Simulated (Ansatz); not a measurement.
The system is Cr.

```
CELL_PARAMETERS angstrom
2.71400 0.00000 0.00000
-1.35700 2.35039 0.00000
0.00000 0.00000 4.41000
ATOMIC_POSITIONS crystal
Cr 0.66667 0.33333 0.75000
Cr 0.33333 0.66667 0.25000
```

This isn't the form of Cr at room conditions, which is bcc.

| Property | Result |
| --- | --- |
| Program | Ansatz 0.2.0 |
| Task | single point |
| Functional | PBE |
| Potentials or basis | all-electron LAPW, scalar-relativistic |
| Cutoff | 255 eV (chosen from the basis error) |
| Basis error allowed | 0.001 eV/atom |
| k mesh | 11 × 11 × 6 |
| Occupations | fermi-dirac, width 0.05 eV |
| Spin | collinear spin, ferromagnetic start |
| Starting moments | [3.0, 3.0] μB |

On this cell: pressure -25.5 GPa; largest force under 0.003 eV/Å; net moment 1.73 μB per cell; site moments Cr +0.83 μB; band gap on the k mesh none (metal or under the smearing width).

The same run follows on a disturbed copy (atoms moved at random, drawn with an rms of 0.05 Å):

```
Cr
1.0
     2.71400    0.00000    0.00000
    -1.35700    2.35039    0.00000
     0.00000    0.00000    4.41000
Cr
2
Cartesian
  1.3866 0.7851 3.2815
  0.0005 1.5516 1.1229
```

**Question.** What does the disturbed cell give?

**Answer.** The energy (extrapolated to zero smearing) moves by +0.8 meV/atom; pressure -25.0 GPa; largest force 0.122 eV/Å; net moment 1.83 μB per cell; site moments Cr +0.88 μB; band gap on the k mesh none (metal or under the smearing width).

Forces in eV/Å, atoms in the order of the input:
```
Cr   0.035  0.020  0.115
Cr  -0.035 -0.020 -0.115
```

Stress tensor (GPa, compression positive):
```
-26.04   0.51   0.03
  0.51 -26.63   0.02
  0.03   0.02 -22.34
```

Caveats: so large a pressure means that the cell lies far from this level's equilibrium, or that cutoff or potentials fall short (some runs).
